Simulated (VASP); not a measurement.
## Zr under changes of volume

One of the cells (23.746 Å³/atom); the others are scaled copies at fixed shape and fractional positions:

```
Zr
1.0
     3.25340    0.00000    0.00000
    -1.62670    2.81753    0.00000
     0.00000    0.00000    5.18109
Zr
2
Direct
  0.66667 0.33333 0.75000
  0.33333 0.66667 0.25000
```

```yaml
Program: VASP 6.6.1
Functional: PBE
Potentials_or_basis: VASP PAW PBE potentials, release 64 (Zr_sv)
Cutoff: 520 eV
k_mesh: 9 × 9 × 5
Occupations: fermi-dirac, width 0.05 eV
Spin: no spin polarisation
```

| volume (Å³/atom) | energy over the lowest point (meV/atom) | pressure (GPa) |
| --- | --- | --- |
| 21.884 | 31.49 | 7.0 |
| 22.350 | 14.29 | 4.7 |
| 22.815 | ? | ? |
| 23.746 | 0.00 | -1.4 |
| 24.212 | 6.12 | -3.0 |
| 24.678 | 16.98 | -4.6 |

**Question.** What does the run at 22.815 Å³/atom give?

**Answer.** Energy over the lowest point 3.64 meV/atom; pressure 2.5 GPa.

Worked out: A Birch-Murnaghan fit of order 3 (a polynomial in V^(-2/3)) to the other rows has its minimum at 23.43 Å³/atom with B0 = V·E''(V) = 94 GPa and B' = 3.0 at fixed shape and positions, which overstates the stiffness. It gives 3.66 meV/atom at 22.815 Å³/atom, against the run's 3.64, and -dE/dV = 2.6 GPa, against 2.5.

Energies are extrapolated to zero smearing.
